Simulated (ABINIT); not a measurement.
Runs of ABINIT 10.8.3 (patched build) on HfO2. Symmetry: Fm-3m, No. 225, cubic system. Conventional cell: a = 5.115 Å, b = 5.115 Å, c = 5.115 Å, α = 90.00°, β = 90.00°, γ = 90.00°. Hf (site symmetry m-3m) has 8 O at 2.21 Å as nearest neighbours. O (site symmetry -43m) has 4 Hf at 2.21 Å as nearest neighbours. Measurements of this composition are mostly on another form, of space group No. 14.

| task | level | potentials or basis | k mesh | mesh quality | gap on the mesh (eV) | pressure (GPa) |
| --- | --- | --- | --- | --- | --- | --- |
| band structure | revPBE | JTH PAW PBE v2.0 | 9 × 9 × 9 | not flagged | 3.92 | -2.3 |
| single point | PBEsol | JTH PAW PBE v2.0 | 12 × 12 × 12 | not flagged | 3.60 | -13.1 |
| band structure | rPW86PBE | JTH PAW PBE v2.0 | 9 × 9 × 9 | not flagged | (a) | (b) |
| band structure | PBEsol | JTH PAW PBE v2.0 | 9 × 9 × 9 | not flagged | 3.71 | -13.1 |
| single point | PBEsol | JTH PAW PBE v2.0 | 5 × 5 × 5 | coarse | 3.92 | -13.1 |
| band structure | BLYP | JTH PAW PBE v2.0 | 9 × 9 × 9 | not flagged | 3.90 | 0.7 |

Alike in all rows: no spin polarisation; cell as given; cutoff (eV) 626; smearing fermi-dirac 0.05 eV.

Q: Fill in the values left out.

A: (a) 3.86; (b) 1.2.

Caveats: some runs use coarse meshes; the PAW data sets were made with another functional, which shifts forces and pressure a little; spin-orbit coupling is left out, which moves the levels of the heavy elements; the mesh misses the band edges, which the band path finds closer together (some runs); an odd mesh through Γ misses points on the zone boundary, where band edges often lie (some runs).

A k mesh can miss the band edges, and the runs leave out spin-orbit coupling on Hf.

Runs at the PBE level aren't shown here.
